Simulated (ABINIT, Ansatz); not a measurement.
## Moving the functional in AgCl

```
Ag Cl
1.0
     0.00000    2.73500    2.73500
     2.73500    0.00000    2.73500
     2.73500    2.73500    0.00000
Ag Cl
1 1
Direct
  0.00000 0.00000 0.00000
  0.50000 0.50000 0.50000
```

Kept alike: task single point; k mesh 6 × 6 × 6; occupations fixed; no spin polarisation. Program: ABINIT, SPMS NC PBE v1.0, cutoff 599 eV. The mesh is that of the run's cell of 2 atoms. No spin-orbit coupling.

| run | band gap (eV) | pressure (GPa) |
| --- | --- | --- |
| A | 0.703 | -0.67 |
| B | 0.912 | 3.95 |
| C | 2.972 | 3.29 |

Pressure is positive in compression; the values hold the error of the finite cutoff, so their zero can differ a little from the energy's minimum. Runs of this series that gave no sound value for these columns are left out. A gap read on the mesh alone can miss an edge between its points. All rows use potentials made for PBE.

Q: The runs differ in the functional alone: PBE; PBE0; PBEsol. Which run is which?

A: Run A is PBEsol; run B is PBE; run C is PBE0. The band gap runs from 0.703 (PBEsol) to 2.972 eV (PBE0). From PBE: PBE0 +2.060; PBEsol -0.209. Measured: 3.249 eV (a printed reference work); nearest PBE0, 0.277 eV off. Semilocal gaps fall short of quasiparticle gaps. A twin series (Ansatz, PAW datasets made for the crystal) moves it by -0.1793 between PBE and PBEsol, against -0.2087 eV here. The pressure runs from -0.67 (PBEsol) to 3.95 GPa (PBE). From PBE: PBE0 -0.66; PBEsol -4.62. A positive pressure means that the functional's own cell is larger than the one given, a negative one that it is smaller. A twin series (Ansatz, PAW datasets made for the crystal) moves it by -4.599 between PBE and PBEsol, against -4.616 GPa here.
